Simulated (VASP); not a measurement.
# CoO (R-3m) in VASP: notebook

One crystal, CoO, is run at these levels: PBEsol+U, RPBE+D3+U, PBEsol+D3+U, revPBE+U, r2SCAN+U; tasks: band structure, electric field gradients, electrostatic potential, relaxation of the atoms, relaxation of cell and atoms, equation of state.

All numbers are computed with VASP 6.6.1; they aren't measurements. Logs are shortened: lines on timing, memory, paths and dates and some standing lists are left out, and cuts for length are marked.

**1. Starting point**

The structure is trigonal, space group R-3m (No. 166). The conventional cell has a = 3.011 Å, b = 3.011 Å, c = 7.320 Å, α = 90.00°, β = 90.00°, γ = 120.00°. Co (site symmetry -3m) has 6 O at 2.12 Å as nearest neighbours. Around O (site symmetry -3m) lie 6 Co at 2.12 Å.

The cell is a database's computed one.

**2. Band structure, PBEsol+U, collinear spin, random start**

Contents of run.py:

```python
from ase import Atoms
from ase.calculators.vasp import Vasp
from ase.dft.bandgap import bandgap

atoms = Atoms(
    ['Co', 'O'],
    cell=[[1.5054695445, 0.8691832468, 2.4399269062], [-1.5054695445, 0.8691832468, 2.4399269062], [0.0, -1.7383664936, 2.4399269062]],
    scaled_positions=[[0.0, 0.0, 0.0], [0.5, 0.5, 0.5]],
    pbc=True,
)
atoms.set_initial_magnetic_moments([-0.76, 0.0])
calc = Vasp(
    directory='calc',
    xc='pbesol',
    pp='PBE',
    setups='recommended',
    prec='Accurate',
    encut=520,
    ediff=1e-07,
    ismear=0,
    sigma=0.01,
    lreal=False,
    lasph=True,
    nelm=150,
    algo='Normal',
    isif=2,
    lwave=False,
    lcharg=True,
    ispin=2,
    lorbit=11,
    nupdown=4,
    lmaxmix=4,
    ldautype=2,
    ldauprint=1,
    ldau_luj={'Co': {'L': 2, 'U': 8, 'J': 1.0}},
    kpts=[11, 11, 11],
    gamma=True,
)
atoms.calc = calc

print('energy (eV):', atoms.get_potential_energy())
print('free energy (eV):', atoms.get_potential_energy(force_consistent=True))
efermi = calc.get_fermi_level()
print('Fermi level (eV):', efermi)
path = atoms.cell.bandpath(npoints=40, eps=1e-4)
print('path:', path.path)
calc.set(kpts=path.kpts, reciprocal=True, icharg=11, isym=0, lcharg=False)
calc.calculate(atoms)
print('gap on the path (eV):', bandgap(calc, efermi=efermi)[0])
print('direct gap on the path (eV):', bandgap(calc, efermi=efermi, direct=True)[0])
```

Potentials or basis: VASP PAW PBE potentials, release 64 (Co, O).

Launch:

```console
$ python run.py
```

Standard output:

```text
energy (eV): -8.46840208
free energy (eV): -8.46846419
Fermi level (eV): 7.57420918
path: GLB1,BZGX,QFP1Z,LP
gap on the path (eV): 0.0
direct gap on the path (eV): 0.0
```

OUTCAR:

```text
ENCUT = 520.000000
   NUPDOWN = 4.000000
   EDIFF = 1.00e-07
   GGA = PS
   PREC = Accurate
   ICHARG = 11
   ISIF = 2
   ISMEAR = 0
   ISPIN = 2
   ISYM = 0
   LORBIT = 11
   NELM = 150
   LASPH = .TRUE.
   LREAL = .FALSE.

 ion  position               nearest neighbor table
   1  0.000  0.000  0.000-   2 2.12   2 2.12   2 2.12   2 2.12   2 2.12   2 2.12
   2  0.500  0.500  0.500-   1 2.12   1 2.12   1 2.12   1 2.12   1 2.12   1 2.12

IMPORTANT INFORMATION: All symmetrisations will be switched off!
NOSYMM: (Re-)initialisation of all symmetry stuff for point group C_1.

----------------------------------------------------------------------------------------

                                     Primitive cell

  volume of cell :      19.1563

  direct lattice vectors                    reciprocal lattice vectors
     1.505469544  0.869183247  2.439926906     0.332122295  0.191750896  0.136616114
    -1.505469544  0.869183247  2.439926906    -0.332122295  0.191750896  0.136616114
     0.000000000 -1.738366494  2.439926906     0.000000000 -0.383501793  0.136616114

  length of vectors
     2.995857369  2.995857369  2.995857369     0.407108816  0.407108816  0.407108816

  position of ions in fractional coordinates (direct lattice)
     0.000000000  0.000000000  0.000000000
     0.500000000  0.500000000  0.500000000

  ion indices of the primitive-cell ions
   primitive index   ion index
                 1           1
                 2           2

----------------------------------------------------------------------------------------

 KPOINTS: KPOINTS created by Atomic Simulation Env
[... 156 lines left out ...]
 Fermi energy:        13.0170533104

 Fermi energy:         7.4560946840

 spin component 2

 k-point     1 :       0.0000    0.0000    0.0000
  band No.  band energies     occupation
      1     -11.3395      1.00000
      2       2.7832      1.00000
      3       5.7855      1.00000
      4       5.7855      1.00000
      5       5.8501      1.00000
      6       6.7121      1.00000
      7       6.7121      1.00000
      8       9.6364      0.00000
      9       9.6364      0.00000
     10       9.8559      0.00000
     11      24.4728      0.00000
[... 533 lines left out ...]
 k-point    40 :       0.7487    0.3756    0.3756
  band No.  band energies     occupation
      1      -9.8216      1.00000
      2       1.5684      1.00000
      3       2.4775      1.00000
      4       3.8413      1.00000
      5       4.2905      1.00000
      6       7.8406      0.00000
      7       8.2716      0.00000
      8      10.0275      0.00000
      9      10.9109      0.00000
     10      16.3090      0.00000
     11      18.3945      0.00000

------------------------ aborting loop because EDIFF is reached ----------------------------------------

  FORCE on cell =-STRESS in cart. coord.  units (eV):
  Direction    XX          YY          ZZ          XY          YZ          ZX
  --------------------------------------------------------------------------------------
  -------------------------------------------------------------------------------------
  Total        0.7769063      2.0560187      1.7060886     -0.0281206      0.3329741      0.0011234
  in kB       64.9782270    171.9595300    142.6923785     -2.3519263     27.8490013      0.0939552
  external PRESSURE =     126.5433785 kB  Pullay stress =       0.0000000 kB

 VOLUME and BASIS-vectors are now :
 -----------------------------------------------------------------------------
  energy-cutoff  :      520.00
  volume of cell :       19.16
      direct lattice vectors                 reciprocal lattice vectors
     1.505469544  0.869183247  2.439926906     0.332122295  0.191750896  0.136616114
    -1.505469544  0.869183247  2.439926906    -0.332122295  0.191750896  0.136616114
     0.000000000 -1.738366494  2.439926906     0.000000000 -0.383501793  0.136616114

 POSITION                                       TOTAL-FORCE (eV/Angst)
 -----------------------------------------------------------------------------------
      0.00000      0.00000      0.00000         0.000001     -0.000000     -0.000003
      0.00000      0.00000      3.65989        -0.000001      0.000000      0.000003
 -----------------------------------------------------------------------------------
    total drift:                                0.000002     -0.000005      0.000000

  FREE ENERGIE OF THE ION-ELECTRON SYSTEM (eV)
  ---------------------------------------------------
  free  energy   TOTEN  =        -8.6142376416 eV

  energy  without entropy=       -8.6141902062  energy(sigma->0) =       -8.61421392

 total charge

# of ion       s       p       d       tot
------------------------------------------
    1        0.388   0.421   6.947   7.756
    2        1.597   3.391   0.000   4.988
--------------------------------------------------
tot          1.985   3.811   6.947  12.744

 magnetization (x)

# of ion       s       p       d       tot
------------------------------------------
    1        0.091   0.106   3.056   3.253
    2        0.088   0.403   0.000   0.491
--------------------------------------------------
tot          0.179   0.509   3.056   3.744
```

INCAR:

```text
ENCUT = 520.000000
SIGMA = 0.010000
NUPDOWN = 4.000000
EDIFF = 1.00e-07
ALGO = Normal
GGA = PS
PREC = Accurate
ICHARG = 11
ISIF = 2
ISMEAR = 0
ISPIN = 2
ISYM = 0
LDAUPRINT = 1
LDAUTYPE = 2
LMAXMIX = 4
LORBIT = 11
NELM = 150
LASPH = .TRUE.
LCHARG = .FALSE.
LWAVE = .FALSE.
LREAL = .FALSE.
LDAU = .TRUE.
LDAUL = 2 -1
LDAUU = 8.000 0.000
LDAUJ = 1.000 0.000
MAGMOM = 1*-0.7600 1*0.0000
```

It took 79 s on 1 thread of Intel Xeon Platinum 8488C (Sapphire Rapids), shared host; peak memory 0.15 GiB.

Results:

```yaml
Net_moment: 4.00 μB per cell
```

Caveat: the log is that of the step along the path at fixed density, whose energy, stress, charges and moments have no meaning; the moment is held away from its start; the PAW data sets were made with another functional, which shifts forces and pressure a little; the total moment is fixed, so each spin has its own Fermi level; a cell with one magnetic atom can't hold antiferromagnetic order, which such compounds often take.

**3. Electric field gradients, PBEsol+U, collinear spin, antiferromagnetic start**

Contents of INCAR:

```
  ALGO = Normal
  EDIFF = 1E-8
  ENCUT = 520
  GGA = PS
  ISIF = 2
  ISMEAR = 0
  ISPIN = 2
  LASPH = True
  LCHARG = False
  LDAU = True
  LDAUJ = 0 0
  LDAUL = 2 -1
  LDAUPRINT = 1
  LDAUTYPE = 2
  LDAUU = 6.2 0
  LEFG = True
  LMAXMIX = 4
  LORBIT = 11
  LREAL = False
  LWAVE = False
  MAGMOM = 2 -2 0 0
  NELM = 100
  PREC = Accurate
  SIGMA = 0.01
```

Contents of KPOINTS:

```
k-points
0
Gamma
  6 9 11
```

Contents of POSCAR:

```
CoO
5.1802
    0.000000000000      0.335579030462      0.942020349098
   -0.581239930698      0.000000000000      0.000000000000
    0.000000000000     -0.335579030462      0.471010174549
Co O
2 2
Direct
    0.0000000000      0.0000000000      0.0000000000
    0.5000000000      0.5000000000      0.0000000000
    0.5000000000      0.0000000000      0.5000000000
    0.0000000000      0.5000000000      0.5000000000
```

Potentials or basis: VASP PAW PBE potentials, release 64 (Co, O).

Launch:

```console
$ cat potpaw_PBE.64/Co/POTCAR potpaw_PBE.64/O/POTCAR > POTCAR
$ mpirun -np 1 vasp_std > vasp.out
```

OUTCAR:

```text
EDIFF = 1E-8
   ENCUT = 520
   GGA = PS
   ISIF = 2
   ISMEAR = 0
   ISPIN = 2
   LASPH = True
   LORBIT = 11
   LREAL = False
   NELM = 100
   PREC = Accurate

 ion  position               nearest neighbor table
   1  0.000  0.000  0.000-   4 2.12   4 2.12   4 2.12   4 2.12   3 2.12   3 2.12   2 3.00   2 3.00
                             2 3.00   2 3.00   2 3.01   2 3.01   2 3.01   2 3.01
   2  0.500  0.500  0.000-   3 2.12   3 2.12   3 2.12   3 2.12   4 2.12   4 2.12   1 3.00   1 3.00
                             1 3.00   1 3.00   1 3.01   1 3.01   1 3.01   1 3.01
   3  0.500  0.000  0.500-   2 2.12   2 2.12   2 2.12   2 2.12   1 2.12   1 2.12
   4  0.000  0.500  0.500-   1 2.12   1 2.12   1 2.12   1 2.12   2 2.12   2 2.12

  LATTYP: Found a simple monoclinic cell.
 ALAT       =     2.9958573687
 B/A-ratio  =     1.0050341917
 C/A-ratio  =     1.4177777423
 COS(beta)  =    -0.0071193998

  Lattice vectors:

 A1 = (   0.0000000000,  -1.7383664936,   2.4399269062)
 A2 = (   3.0109390890,   0.0000000000,   0.0000000000)
 A3 = (   0.0000000000,   3.4767329872,   2.4399269062)

Analysis of symmetry for initial positions (statically):
=====================================================================
 Subroutine PRICEL returns following result:

  LATTYP: Found a trigonal (rhomboedric) cell.
 ALAT       =     2.9958573687
 COS(alpha) =     0.4949531368
[... 12 lines left out ...]
 Subroutine GETGRP returns: Found  4 space group operations
 (whereof  4 operations were pure point group operations)
 out of a pool of  4 trial point group operations.

The static configuration has the point symmetry C_2h.

Analysis of symmetry for dynamics (positions and initial velocities):
=====================================================================
 Subroutine PRICEL returns following result:

  LATTYP: Found a trigonal (rhomboedric) cell.
 ALAT       =     2.9958573687
 COS(alpha) =     0.4949531368
[... 12 lines left out ...]
 Subroutine GETGRP returns: Found  4 space group operations
 (whereof  4 operations were pure point group operations)
 out of a pool of  4 trial point group operations.

The dynamic configuration has the point symmetry C_2h.

Analysis of structural, dynamic, and magnetic symmetry:
=====================================================================
 Subroutine PRICEL returns following result:

  LATTYP: Found a trigonal (rhomboedric) cell.
 ALAT       =     2.9958573687
 COS(alpha) =     0.4949531368
[... 12 lines left out ...]
 Subroutine GETGRP returns: Found  4 space group operations
 (whereof  4 operations were pure point group operations)
[... 241 lines left out ...]
  o =  0.9720  v = -0.8149  0.0000  0.0000 -0.5796  0.0000  0.0000  0.0000  0.0000  0.0000  0.0000      0.0000  0.0000  0.0000  0.0000  0.0000  0.0000  0.0000  0.0000  0.0000  0.0000
  o =  0.9774  v =  0.0000  0.0000  0.0000  0.0000  0.0000  0.0000  0.3169  0.8379  0.0000  0.4445      0.0000  0.0000  0.0000  0.0000  0.0000  0.0000  0.0000  0.0000  0.0000  0.0000
  o =  0.9775  v =  0.0000  0.0000  0.0000  0.0000  0.0000  0.8143 -0.0000 -0.0000  0.5805 -0.0000      0.0000  0.0000  0.0000  0.0000  0.0000  0.0000  0.0000  0.0000  0.0000  0.0000
  o =  0.9792  v =  0.0000  0.0000  0.0000  0.0000  0.0000 -0.0000  0.4866 -0.5458 -0.0000  0.6821      0.0000  0.0000  0.0000  0.0000  0.0000  0.0000  0.0000  0.0000  0.0000  0.0000
  o =  1.0278  v =  0.0000  0.0000  0.0000  0.0000  0.0000  0.0000 -0.8141 -0.0002 -0.0000  0.5807      0.0000  0.0000  0.0000  0.0000  0.0000  0.0000  0.0000  0.0000  0.0000  0.0000
  o =  1.0295  v =  0.0000  0.0000  0.0000  0.0000  0.0000 -0.5805 -0.0000 -0.0000  0.8143  0.0000      0.0000  0.0000  0.0000  0.0000  0.0000  0.0000  0.0000  0.0000  0.0000  0.0000

 number of electron      29.9999993 magnetization       0.0000000

 Free energy of the ion-electron system (eV)
  ---------------------------------------------------
  ext. energy  EPLUGINS =         0.00000000
  ---------------------------------------------------
  free energy    TOTEN  =       -24.33697308 eV

  energy without entropy =      -24.33697308  energy(sigma->0) =      -24.33697308

 E-fermi :   7.1532     XC(G=0): -12.6423

 val. band max:        7.1044507463   @ k =   0.5000   0.4444  -0.0000
 cond. band min:       8.7327063872   @ k =   0.5000   0.0000  -0.0000
 fundamental gap:      1.6282556409
 Fermi energy:         7.1532440882

------------------------ aborting loop because EDIFF is reached ----------------------------------------

  FORCE on cell =-STRESS in cart. coord.  units (eV):
  Direction    XX          YY          ZZ          XY          YZ          ZX
  --------------------------------------------------------------------------------------
  -------------------------------------------------------------------------------------
  Total       -1.9011193      0.0210541     -0.6232389      0.0000000      1.2813694      0.0000000
  in kB      -79.5020948      0.8804537    -26.0629602      0.0000000     53.5850402      0.0000000
  external PRESSURE =     -34.8948671 kB  Pullay stress =       0.0000000 kB

 VOLUME and BASIS-vectors are now :
 -----------------------------------------------------------------------------
  energy-cutoff  :      520.00
  volume of cell :       38.31
      direct lattice vectors                 reciprocal lattice vectors
     0.000000000  1.738366494  4.879853812     0.000000000  0.191750896  0.136616114
    -3.010939089  0.000000000  0.000000000    -0.332122295  0.000000000  0.000000000
     0.000000000 -1.738366494  2.439926906     0.000000000 -0.383501793  0.136616114

 POSITION                                       TOTAL-FORCE (eV/Angst)
 -----------------------------------------------------------------------------------
      0.00000      0.00000      0.00000         0.000000      0.000000      0.000000
     -1.50547      0.86918      2.43993        -0.000000     -0.000000      0.000000
      0.00000      0.00000      3.65989         0.000000      0.000000     -0.000000
     -1.50547     -0.86918      1.21996         0.000000      0.000000      0.000000

  FREE ENERGIE OF THE ION-ELECTRON SYSTEM (eV)
  ---------------------------------------------------
  free  energy   TOTEN  =       -24.3369730775 eV

  energy  without entropy=      -24.3369730775  energy(sigma->0) =      -24.33697308

 Electric field gradients (V/A^2)
---------------------------------------------------------------------
 ion       V_xx      V_yy      V_zz      V_xy      V_xz      V_yz
---------------------------------------------------------------------
   1     138.232  -136.968    -1.264    -0.000    -0.000  -197.147
   2     138.232  -136.968    -1.264     0.000    -0.000  -197.147
   3      10.294    -8.328    -1.966     0.000    -0.000   -13.197
   4      10.294    -8.328    -1.966    -0.000    -0.000   -13.197
---------------------------------------------------------------------

 Electric field gradients after diagonalization (V/A^2)
 (convention: |V_zz| > |V_xx| > |V_yy|)
----------------------------------------------------------------------
 ion       V_xx      V_yy      V_zz     asymmetry (V_yy - V_xx)/ V_zz
----------------------------------------------------------------------
   1     139.381   138.232  -277.613       0.004
   2     139.381   138.232  -277.613       0.004
   3      10.294     8.428   -18.722       0.100
   4      10.294     8.428   -18.722       0.100
----------------------------------------------------------------------

           NMR quadrupolar parameters

 Cq : quadrupolar parameter    Cq=e*Q*V_zz/h
 eta: asymmetry parameters     (V_yy - V_xx)/ V_zz
 Q  : nuclear electric quadrupole moment in mb (millibarn)
----------------------------------------------------------------------
 ion       Cq(MHz)       eta       Q (mb)
----------------------------------------------------------------------
   1      -0.671       0.004       1.000
   2      -0.671       0.004       1.000
   3      -0.045       0.100       1.000
   4      -0.045       0.100       1.000
----------------------------------------------------------------------

 total charge

# of ion       s       p       d       tot
------------------------------------------
    1        0.312   0.385   7.158   7.856
    2        0.312   0.385   7.158   7.856
    3        1.543   3.460   0.000   5.003
    4        1.543   3.460   0.000   5.003
--------------------------------------------------
tot          3.711   7.689  14.317  25.716

 magnetization (x)

# of ion       s       p       d       tot
------------------------------------------
    1        0.024   0.022   2.793   2.838
    2       -0.024  -0.022  -2.793  -2.838
    3       -0.007  -0.072   0.000  -0.078
    4        0.007   0.072   0.000   0.078
--------------------------------------------------
tot          0.000   0.000   0.000   0.000
```

Wall time 6 min (1 thread of AMD EPYC 9R45 (Zen 5), shared host); peak memory 0.28 GiB.

Results:

```
Free energy                                           : -24.3370 eV
Pressure                                              : -3.5 GPa
Band gap on the k mesh                                : 1.63 eV
Net moment                                            : 0.00 μB per cell
Site moments                                          : Co +2.84, -2.84; O -0.08, +0.08 μB
Valence electrons inside the program's atomic spheres : Co 7.86; O 5.00
```

Levels at points of the mesh, in eV from the valence-band top:
Spin up:
```tsv
k point	band 11	band 12	band 13	band 14	band 15	band 16	band 17	band 18	band 19
(0.00, 0.00, 0.00)	-2.46	-2.46	-1.82	-1.79	-1.63	1.63	2.11	2.61	4.17
(0.50, 0.00, 0.00)	-2.48	-1.88	-1.84	-1.46	-1.44	1.63	2.61	3.97	5.66
```
Spin down:
| k point | band 13 | band 14 | band 15 | band 16 | band 17 | band 18 |
| --- | --- | --- | --- | --- | --- | --- |
| (0.00, 0.00, 0.00) | -1.82 | -1.79 | -1.63 | 1.63 | 2.11 | 2.61 |
| (0.50, 0.00, 0.00) | -1.84 | -1.46 | -1.44 | 1.63 | 2.61 | 3.97 |

Electric field gradients, principal values (V/Å²):
| atom | Vxx | Vyy | Vzz |
| --- | --- | --- | --- |
| 1 Co | 138.232 | 139.381 | -277.613 |
| 2 Co | 138.232 | 139.381 | -277.613 |
| 3 O | 8.428 | 10.294 | -18.722 |
| 4 O | 8.428 | 10.294 | -18.722 |

Eigenvalues of the final occupation matrices:
| site | spin | trace | eigenvalues |
| --- | --- | --- | --- |
| site 1 d | 1 | 4.99 | 0.98 0.98 0.98 1.03 1.03 |
| site 1 d | 2 | 2.19 | 0.03 0.10 0.12 0.97 0.97 |
| site 2 d | 1 | 2.19 | 0.03 0.10 0.12 0.97 0.97 |
| site 2 d | 2 | 4.99 | 0.98 0.98 0.98 1.03 1.03 |

Caveat: the PAW data sets were made with another functional, which shifts forces and pressure a little; an odd mesh through Γ misses points on the zone boundary, where band edges often lie.

(Part 1 of 2 ends here.)
